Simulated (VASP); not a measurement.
# Vibrations of GaAs: a test of the settings

How far do the zone-centre frequencies of GaAs depend on the numerical settings? The starting structure is a measured crystal structure from the Crystallography Open Database.

Main program and level: VASP 6.6.1; Kohn-Sham DFT with plane waves and PAW; LDA.

## (1) Starting point

It takes space group F-43m (No. 216, cubic). The conventional cell has a = 5.654 Å, b = 5.654 Å, c = 5.654 Å, α = 90.00°, β = 90.00°, γ = 90.00°. Nearest to As lie 4 Ga at 2.45 Å. Nearest to Ga lie 4 As at 2.45 Å. Farther neighbours are not listed.

As a file:

```cif
data_structure
_symmetry_space_group_name_H-M 'P 1'
_symmetry_Int_Tables_number 1
_cell_length_a 3.9978
_cell_length_b 3.9978
_cell_length_c 3.9978
_cell_angle_alpha 60.000
_cell_angle_beta 60.000
_cell_angle_gamma 60.000
_cell_volume 45.18
loop_
_atom_site_label
_atom_site_type_symbol
_atom_site_fract_x
_atom_site_fract_y
_atom_site_fract_z
_atom_site_occupancy
As1 As 0.75000 0.75000 0.75000 1
Ga2 Ga 0.00000 0.00000 0.00000 1
```

## (2) Reference modes

The cell comes from a relaxation at this level, not shown (44.13 Å³).

INCAR

```
SYSTEM = GaAs
PREC = Accurate
ENCUT = 450
EDIFF = 1E-08
NELM = 100
ISMEAR = 0
SIGMA = 0.03
LREAL = .FALSE.
ALGO = Normal
GGA = CA
NBANDS = 15
LORBIT = 11
LWAVE = .FALSE.
LCHARG = .FALSE.
KPAR = 4
IBRION = 8
LEPSILON = .TRUE.
ISIF = 2
```

POSCAR

```
GaAs
1.0
    0.0000000000      2.8047129465      2.8047129465
    2.8047129465      0.0000000000      2.8047129465
    2.8047129465      2.8047129465      0.0000000000
As Ga
1 1
Direct
    0.7500000000      0.7500000000      0.7500000000
    0.0000000000      0.0000000000      0.0000000000
```

KPOINTS

```
Automatic mesh
0
Gamma
10 10 10
0 0 0
```

The projector-augmented-wave data sets are As and Ga_d (LDA family, release 64).

The run is started by

```console
$ mpirun -np 4 vasp_std
```

Log:

```text
[banner, memory and clock lines left out]
running    4 mpi-ranks, on    1 nodes
 distrk:  each k-point on    1 cores,    4 groups
 distr:  one band on    1 cores,    1 groups

 POSCAR found type information on POSCAR AsGa
 POSCAR found :  2 types and       2 ions
 LDA part: xc-table for (Slater(with rela. corr.)+CA(PZ))
 , standard interpolation
 POSCAR, INCAR and KPOINTS ok, starting setup
 FFT: planning ... GRIDC
 FFT: planning ... GRID_SOFT
 FFT: planning ... GRID
 WAVECAR not read
 entering main loop
       N       E                     dE             d eps       ncg     rms          rms(c)
DAV:   1     0.774864416343E+02    0.77486E+02   -0.85241E+03  1448   0.153E+03
DAV:   2    -0.386163867693E+01   -0.81348E+02   -0.77604E+02  1606   0.296E+02
DAV:   3    -0.978396475182E+01   -0.59223E+01   -0.58996E+01  1697   0.664E+01
DAV:   4    -0.987318747057E+01   -0.89223E-01   -0.89208E-01  1698   0.908E+00
DAV:   5    -0.987459774998E+01   -0.14103E-02   -0.14103E-02  1774   0.103E+00    0.306E+00
DAV:   6    -0.968637004512E+01    0.18823E+00   -0.22982E-01  2192   0.881E+00    0.180E+00
DAV:   7    -0.964396481331E+01    0.42405E-01   -0.66868E-02  1984   0.201E+00    0.525E-01
DAV:   8    -0.964077501914E+01    0.31898E-02   -0.90683E-03  1788   0.110E+00    0.108E-01
DAV:   9    -0.964074585584E+01    0.29163E-04   -0.71235E-04  1719   0.338E-01    0.423E-02
DAV:  10    -0.964075076155E+01   -0.49057E-05   -0.40507E-05  2234   0.683E-02    0.222E-02
DAV:  11    -0.964075556842E+01   -0.48069E-05   -0.65105E-06  1564   0.397E-02    0.240E-03
DAV:  12    -0.964075546006E+01    0.10836E-06   -0.46248E-07  2103   0.961E-03    0.191E-03
DAV:  13    -0.964075546118E+01   -0.11223E-08   -0.66626E-08  1725   0.206E-03
   1 F= -.96407555E+01 E0= -.96407555E+01  d E =-.347540E-11
 Linear response reoptimize wavefunctions to high precision
DAV:   1    -0.964075546129E+01   -0.11005E-09   -0.12277E-09  1445   0.294E-04
DAV:   2    -0.964075546133E+01   -0.37289E-10   -0.99981E-11  1020   0.102E-04
 Linear response G [H, r] |phi>, progress :
  Direction:   1
       N       E                     dE             d eps       ncg     rms
RMM:   1    -0.425436006683E+02   -0.42544E+02    0.22831E+02  1652   0.230E+02
RMM:   2    -0.544450124320E+02   -0.11901E+02   -0.41696E+01  2885   0.348E+01
RMM:   3    -0.546774803268E+02   -0.23247E+00   -0.20552E+00  2773   0.817E+00
RMM:   4    -0.547324579996E+02   -0.54978E-01   -0.24565E-01  3023   0.252E+00
RMM:   5    -0.547290313665E+02    0.34266E-02   -0.32683E-02  3003   0.613E-01
RMM:   6    -0.547278269436E+02    0.12044E-02   -0.60845E-03  3114   0.194E-01
RMM:   7    -0.547273463253E+02    0.48062E-03   -0.13657E-04  3113   0.642E-02
RMM:   8    -0.547273706026E+02   -0.24277E-04   -0.22167E-04  3162   0.254E-02
RMM:   9    -0.547273470261E+02    0.23576E-04    0.35488E-05  3088   0.117E-02
RMM:  10    -0.547273367650E+02    0.10261E-04    0.14256E-04  3004   0.644E-03
RMM:  11    -0.547273470669E+02   -0.10302E-04    0.40102E-05  2643   0.428E-03
RMM:  12    -0.547273534879E+02   -0.64210E-05   -0.23791E-05  2260   0.341E-03
RMM:  13    -0.547273522929E+02    0.11950E-05   -0.11862E-05  1866   0.303E-03
RMM:  14    -0.547273541827E+02   -0.18897E-05   -0.30675E-05  1717   0.289E-03
RMM:  15    -0.547273532296E+02    0.95309E-06   -0.21191E-05  1608   0.278E-03
RMM:  16    -0.547273547825E+02   -0.15529E-05   -0.36620E-05  1575   0.274E-03
RMM:  17    -0.547273539156E+02    0.86689E-06   -0.28344E-05  1555   0.268E-03
 Linear response G [H, r] |phi>, progress :
  Direction:   2
       N       E                     dE             d eps       ncg     rms
RMM:   1    -0.416811127785E+02   -0.41681E+02    0.20108E+02  1672   0.230E+02
RMM:   2    -0.562170980383E+02   -0.14536E+02   -0.35905E+01  2871   0.340E+01
RMM:   3    -0.570452276613E+02   -0.82813E+00   -0.20576E+00  2799   0.806E+00
RMM:   4    -0.571119355623E+02   -0.66708E-01   -0.22712E-01  2995   0.243E+00
RMM:   5    -0.571097741169E+02    0.21614E-02   -0.32952E-02  2985   0.597E-01
RMM:   6    -0.571085999411E+02    0.11742E-02   -0.59779E-03  3078   0.180E-01
RMM:   7    -0.571081244289E+02    0.47551E-03   -0.16594E-04  3066   0.587E-02
RMM:   8    -0.571081508105E+02   -0.26382E-04   -0.27674E-04  3133   0.223E-02
RMM:   9    -0.571081234047E+02    0.27406E-04    0.14945E-05  3075   0.981E-03
RMM:  10    -0.571081290656E+02   -0.56609E-05   -0.37929E-05  2967   0.509E-03
RMM:  11    -0.571081227238E+02    0.63418E-05    0.26046E-05  2657   0.323E-03
RMM:  12    -0.571081268801E+02   -0.41563E-05   -0.15341E-05  2283   0.244E-03
RMM:  13    -0.571081266155E+02    0.26455E-06   -0.12709E-05  1891   0.211E-03
RMM:  14    -0.571081268554E+02   -0.23991E-06   -0.15094E-05  1721   0.194E-03
RMM:  15    -0.571081261935E+02    0.66192E-06   -0.84817E-06  1580   0.193E-03
RMM:  16    -0.571081268097E+02   -0.61620E-06   -0.14470E-05  1570   0.185E-03
RMM:  17    -0.571081269129E+02   -0.10318E-06   -0.16377E-05  1519   0.186E-03
 Linear response G [H, r] |phi>, progress :
  Direction:   3
       N       E                     dE             d eps       ncg     rms
RMM:   1    -0.364314018428E+02   -0.36431E+02    0.26747E+02  1633   0.221E+02
RMM:   2    -0.380532169147E+02   -0.16218E+01   -0.34812E+01  2778   0.325E+01
RMM:   3    -0.380990049972E+02   -0.45788E-01   -0.18074E+00  2843   0.796E+00
[...]
dielectric tensor                  component  1 :    22.089     4.762     2.042
 Linear response to external field, progress :
  Direction:   2
       N       E                     dE             d eps       ncg     rms          rms(c)
RMM:   1    -0.276457509617E+00   -0.27646E+00    0.57711E+00  5556   0.819E+00
RMM:   2    -0.264736737296E+01   -0.23709E+01   -0.17836E-02  9880   0.182E+00    0.176E+00
RMM:   3    -0.261477466452E+01    0.32593E-01   -0.33424E-02 10178   0.106E+00    0.105E+00
RMM:   4    -0.266610557859E+01   -0.51331E-01   -0.35682E-02 10154   0.121E+00    0.105E-01
RMM:   5    -0.266658033101E+01   -0.47475E-03   -0.25701E-03 10050   0.340E-01    0.356E-02
RMM:   6    -0.267165537843E+01   -0.50750E-02   -0.23761E-04 10569   0.104E-01    0.201E-02
RMM:   7    -0.267164453006E+01    0.10848E-04   -0.34984E-05 10136   0.360E-02    0.211E-03
RMM:   8    -0.267197798718E+01   -0.33346E-03   -0.42475E-06 10575   0.108E-02    0.827E-04
RMM:   9    -0.267193116806E+01    0.46819E-04    0.33621E-07 10880   0.374E-03    0.362E-04
RMM:  10    -0.267191464595E+01    0.16522E-04   -0.59247E-08 10848   0.119E-03    0.129E-04
RMM:  11    -0.267190641104E+01    0.82349E-05    0.56064E-07 10463   0.498E-04    0.149E-05
RMM:  12    -0.267190518176E+01    0.12293E-05   -0.20219E-07  8128   0.189E-04    0.766E-06
 change of polarisation eV/A/(eV/A) component  2 :     1.102     5.143     0.493
 dielectric tensor                  component  2 :     4.520    22.089     2.021
 Linear response to external field, progress :
  Direction:   3
       N       E                     dE             d eps       ncg     rms          rms(c)
RMM:   1    -0.277646473953E+00   -0.27765E+00    0.57592E+00  5556   0.819E+00
RMM:   2    -0.264794445399E+01   -0.23703E+01   -0.20147E-02  9882   0.182E+00    0.176E+00
RMM:   3    -0.261476482672E+01    0.33180E-01   -0.33156E-02 10176   0.106E+00    0.105E+00
RMM:   4    -0.266605119909E+01   -0.51286E-01   -0.35584E-02 10149   0.121E+00    0.105E-01
RMM:   5    -0.266662009730E+01   -0.56890E-03   -0.25957E-03 10045   0.340E-01    0.353E-02
RMM:   6    -0.267166052783E+01   -0.50404E-02   -0.24217E-04 10564   0.104E-01    0.201E-02
RMM:   7    -0.267164413290E+01    0.16395E-04   -0.37846E-05 10142   0.361E-02    0.213E-03
RMM:   8    -0.267197832670E+01   -0.33419E-03   -0.44983E-06 10578   0.109E-02    0.836E-04
RMM:   9    -0.267193109198E+01    0.47235E-04    0.12313E-07 10865   0.377E-03    0.362E-04
RMM:  10    -0.267191363428E+01    0.17458E-04   -0.28162E-07 10851   0.119E-03    0.130E-04
RMM:  11    -0.267190393445E+01    0.96998E-05    0.51550E-07 10479   0.499E-04    0.143E-05
RMM:  12    -0.267190599873E+01   -0.20643E-05   -0.26116E-07  8106   0.188E-04    0.791E-06
 change of polarisation eV/A/(eV/A) component  3 :     0.907     0.752     5.143
 dielectric tensor                  component  3 :     3.719     3.083    22.089
 Linear response DOF=           2
 Linear response progress:
  Degree of freedom:   1/  2
       N       E                     dE             d eps       ncg     rms          rms(c)
RMM:   1    -0.449816766268E-01   -0.44982E-01    0.62768E-02 11416   0.154E+00
RMM:   2    -0.444105152018E-01    0.57116E-03   -0.42965E-03  9157   0.403E-01    0.825E-02
RMM:   3    -0.443658635559E-01    0.44652E-04   -0.41324E-04 10247   0.128E-01    0.454E-02
RMM:   4    -0.445228686816E-01   -0.15701E-03   -0.10432E-04 10200   0.565E-02    0.408E-03
RMM:   5    -0.445216835146E-01    0.11852E-05   -0.11189E-05 10607   0.169E-02    0.232E-03
RMM:   6    -0.445092224927E-01    0.12461E-04   -0.37257E-07 10159   0.512E-03    0.665E-04
RMM:   7    -0.445090519584E-01    0.17053E-06    0.16587E-07 10485   0.183E-03    0.305E-04
RMM:   8    -0.445078356094E-01    0.12163E-05    0.10691E-07 10251   0.705E-04    0.397E-05
RMM:   9    -0.445077737116E-01    0.61898E-07    0.17640E-08 10779   0.246E-04    0.140E-05
RMM:  10    -0.445077122147E-01    0.61497E-07    0.19701E-08 10226   0.923E-05    0.422E-06
RMM:  11    -0.445076826864E-01    0.29528E-07    0.21693E-08 10368   0.414E-05    0.132E-06
RMM:  12    -0.445076627121E-01    0.19974E-07    0.20811E-08  9095   0.205E-05    0.585E-07
RMM:  13    -0.445077036530E-01   -0.40941E-07    0.26818E-08  5714   0.127E-05    0.474E-07
RMM:  14    -0.445076739645E-01    0.29689E-07    0.24681E-08  5322   0.100E-05    0.151E-07
RMM:  15    -0.445076546313E-01    0.19333E-07    0.24044E-08  4002   0.895E-06    0.260E-08
 first order change of Fermi-energy  -0.13504E+00
 force on displaced ion       1 direction 1 :  -9.638  -0.000  -0.000
 Born effective charge ion    1 direction 1 :  -2.197   0.000   0.000
 Linear response progress:
  Degree of freedom:   2/  2
       N       E                     dE             d eps       ncg     rms          rms(c)
RMM:   1    -0.167305455233E+00   -0.16731E+00    0.10488E-01  6489   0.850E+00
RMM:   2    -0.165550225550E+00    0.17552E-02   -0.25398E-02  9754   0.135E+00    0.442E-02
RMM:   3    -0.165793138125E+00   -0.24291E-03   -0.37698E-03 10182   0.403E-01    0.279E-02
RMM:   4    -0.165598588485E+00    0.19455E-03   -0.12996E-03 10822   0.175E-01    0.926E-03
RMM:   5    -0.165630206872E+00   -0.31618E-04   -0.13481E-04 10603   0.410E-02    0.376E-03
RMM:   6    -0.165623238827E+00    0.69680E-05   -0.20107E-05 10572   0.147E-02    0.499E-04
RMM:   7    -0.165618401460E+00    0.48374E-05   -0.58749E-06 10485   0.606E-03    0.284E-04
RMM:   8    -0.165619629944E+00   -0.12285E-05   -0.92092E-06 10658   0.259E-03    0.940E-05
RMM:   9    -0.165619942553E+00   -0.31261E-06   -0.50950E-06 10482   0.112E-03    0.273E-05
RMM:  10    -0.165619657058E+00    0.28549E-06   -0.12051E-06 10739   0.500E-04    0.174E-05
RMM:  11    -0.165619557503E+00    0.99556E-07   -0.45513E-07 10290   0.233E-04    0.723E-06
RMM:  12    -0.165619589517E+00   -0.32015E-07   -0.53528E-07 10540   0.121E-04    0.176E-06
RMM:  13    -0.165619554722E+00    0.34795E-07   -0.27914E-07 10696   0.680E-05    0.102E-06
RMM:  14    -0.165619547175E+00    0.75471E-08   -0.16994E-07 10621   0.425E-05    0.387E-07
RMM:  15    -0.165619521116E+00    0.26059E-07   -0.64976E-08  8542   0.303E-05    0.282E-07
RMM:  16    -0.165619537403E+00   -0.16287E-07   -0.15364E-08  7480   0.247E-05    0.446E-08
 first order change of Fermi-energy   0.13678E+00
 force on displaced ion       2 direction 1 :  -9.619  -0.000  -0.000
 Born effective charge ion    2 direction 1 :   2.049   0.000   0.000
 Born effective charges drift removed
 Linear response finished
```

Run time: 3.5 min. Hardware: 4 MPI ranks of Intel Xeon Platinum 8259CL at 2.50GHz (Skylake/Cascade Lake), shared host; peak memory 1.4 GiB; 14 min of CPU time.

The logs omit lines about the potential files and the build; timing stands in the text.

Parts of OUTCAR (step 2):

```text
ion  position               nearest neighbor table
   1  0.750  0.750  0.750-   2 2.43   2 2.43   2 2.43   2 2.43
   2  0.000  0.000  0.000-   1 2.43   1 2.43   1 2.43   1 2.43

  LATTYP: Found a face centered cubic cell.
 ALAT       =     5.6094258930

 Subroutine GETGRP returns: Found 24 space group operations
 (whereof 24 operations were pure point group operations)

The static configuration has the point symmetry T_d .

 Found     47 irreducible k-points:

   k-points           NKPTS =     47   k-points in BZ     NKDIM =     47   number of bands    NBANDS=     15

   dimension x,y,z NGX =    28 NGY =   28 NGZ =   28
   dimension x,y,z NGXF=    56 NGYF=   56 NGZF=   56

   ENCUT  =  450.0 eV  33.07 Ry    5.75 a.u.   6.86  6.86  6.86*2*pi/ulx,y,z

   NELECT =      18.0000    total number of electrons

 k-points in reciprocal lattice and weights: Automatic mesh
   0.00000000  0.00000000  0.00000000       0.001
   0.10000000  0.00000000  0.00000000       0.008
   0.20000000  0.00000000  0.00000000       0.008
   0.30000000  0.00000000  0.00000000       0.008
   0.40000000  0.00000000  0.00000000       0.008
   0.50000000  0.00000000  0.00000000       0.004
   0.10000000  0.10000000  0.00000000       0.006
   0.20000000  0.10000000  0.00000000       0.024
   0.30000000  0.10000000  0.00000000       0.024
[...]
-0.30000000  0.40000000  0.20000000       0.024
  -0.30000000  0.50000000  0.20000000       0.012

 average (electrostatic) potential at core
       1 -53.5811       2 -67.3259

  Total       -0.0048565     -0.0048565     -0.0048565      0.0000000      0.0000000      0.0000000
  in kB       -0.1763342     -0.1763342     -0.1763342      0.0000000      0.0000000      0.0000000
  external PRESSURE =      -0.1763342 kB  Pullay stress =       0.0000000 kB

  energy-cutoff  :      450.00
  volume of cell :       44.13
      direct lattice vectors                 reciprocal lattice vectors
     0.000000000  2.804712947  2.804712947    -0.178271363  0.178271363  0.178271363
     2.804712947  0.000000000  2.804712947     0.178271363 -0.178271363  0.178271363
     2.804712947  2.804712947  0.000000000     0.178271363  0.178271363 -0.178271363

 POSITION                                       TOTAL-FORCE (eV/Angst)
 -----------------------------------------------------------------------------------
      4.20707      4.20707      4.20707        -0.000000     -0.000000     -0.000000
      0.00000      0.00000      0.00000         0.000000      0.000000      0.000000
 -----------------------------------------------------------------------------------
    total drift:                               -0.000001     -0.000001     -0.000001

 MACROSCOPIC STATIC DIELECTRIC TENSOR (including local field effects in DFT)
 ------------------------------------------------------
          22.089034    -0.000000     0.000000
           0.000000    22.089034     0.000000
          -0.000000    -0.000000    22.089034
 ------------------------------------------------------

 PIEZOELECTRIC TENSOR (including local field effects)  for field in x, y, z        (C/m^2)
          XX          YY          ZZ          XY          YZ          ZX
  --------------------------------------------------------------------------------
  x    -0.00000     0.00000    -0.00000     0.00000     0.88252     0.00000
  y     0.00000    -0.00000     0.00000     0.00000     0.00000     0.88252
  z     0.00000    -0.00000    -0.00000     0.88252     0.00000     0.00000

 BORN EFFECTIVE CHARGES (including local field effects) (in |e|, cummulative output)
 ---------------------------------------------------------------------------------
 ion    1
    1    -2.12801     0.00000    -0.00000
    2    -0.00000    -2.12801     0.00000
    3     0.00000     0.00000    -2.12801
 ion    2
    1     2.12801    -0.00000     0.00000
    2     0.00000     2.12801    -0.00000
    3     0.00000     0.00000     2.12801

 Eigenvectors and eigenvalues of the dynamical matrix
 ----------------------------------------------------

   1 f  =    8.072117 THz    50.718608 2PiTHz  269.256846 cm-1    33.383579 meV
             X         Y         Z           dx          dy          dz
      4.207069  4.207069  4.207069     0.542738    0.106120    0.420361
      0.000000  0.000000  0.000000    -0.562045   -0.109895   -0.435315

   2 f  =    8.072117 THz    50.718608 2PiTHz  269.256846 cm-1    33.383579 meV
             X         Y         Z           dx          dy          dz
      4.207069  4.207069  4.207069     0.433539   -0.137413   -0.525062
      0.000000  0.000000  0.000000    -0.448962    0.142302    0.543741

   3 f  =    8.072117 THz    50.718608 2PiTHz  269.256846 cm-1    33.383579 meV
             X         Y         Z           dx          dy          dz
      4.207069  4.207069  4.207069    -0.002942   -0.672596    0.173595
      0.000000  0.000000  0.000000     0.003047    0.696523   -0.179771

   4 f/i=    0.004042 THz     0.025400 2PiTHz    0.134842 cm-1     0.016718 meV
             X         Y         Z           dx          dy          dz
      4.207069  4.207069  4.207069    -0.162855   -0.683847   -0.152654
      0.000000  0.000000  0.000000    -0.157260   -0.660355   -0.147410

   5 f/i=    0.004042 THz     0.025400 2PiTHz    0.134842 cm-1     0.016718 meV
             X         Y         Z           dx          dy          dz
      4.207069  4.207069  4.207069     0.491958   -0.000000   -0.524832
      0.000000  0.000000  0.000000     0.475058   -0.000000   -0.506802

   6 f/i=    0.004042 THz     0.025400 2PiTHz    0.134842 cm-1     0.016718 meV
             X         Y         Z           dx          dy          dz
      4.207069  4.207069  4.207069    -0.498925    0.223215   -0.467675
      0.000000  0.000000  0.000000    -0.481786    0.215547   -0.451609

 MACROSCOPIC STATIC DIELECTRIC TENSOR IONIC CONTRIBUTION
 ------------------------------------------------------
           1.928628    -0.000000     0.000000
          -0.000000     1.928628    -0.000000
           0.000000    -0.000000     1.928628
 ------------------------------------------------------

 ELASTIC MODULI CONTR FROM IONIC RELAXATION (kBar)
 Direction    XX          YY          ZZ          XY          YZ          ZX
 --------------------------------------------------------------------------------
 XX          -0.0000     -0.0000     -0.0000      0.0000      0.0000      0.0000
 YY          -0.0000     -0.0000     -0.0000      0.0000     -0.0000      0.0000
 ZZ          -0.0000     -0.0000     -0.0000      0.0000     -0.0000      0.0000
 XY           0.0000      0.0000      0.0000   -199.8296      0.0000      0.0000
 YZ           0.0000     -0.0000     -0.0000      0.0000   -199.8296      0.0000
 ZX           0.0000      0.0000      0.0000      0.0000      0.0000   -199.8296
 --------------------------------------------------------------------------------

 PIEZOELECTRIC TENSOR IONIC CONTR  for field in x, y, z        (C/m^2)
          XX          YY          ZZ          XY          YZ          ZX
  --------------------------------------------------------------------------------
  x     0.00000    -0.00000    -0.00000    -0.00000    -0.58415     0.00000
  y     0.00000     0.00000     0.00000     0.00000    -0.00000    -0.58415
  z     0.00000     0.00000     0.00000    -0.58415     0.00000     0.00000
```

Energies printed during the response cycles are not total energies of the cell.

Reference: the zone-centre mode is T2 269.3 cm⁻¹.

(Part 1 of 2 ends here.)

[Lines on the potential files, build, host, timing and source positions are cut from VASP's logs without a mark.]

[Logs are printed without paths, hosts, clocks, repeated set-up lines and the standing remarks that a program may print on its own settings, such as how far it seeks lower states.]

[Hosts, paths, dates, database ids (printed as entryN), source tags and the programs' standing remarks are cut or masked in the printed files.]
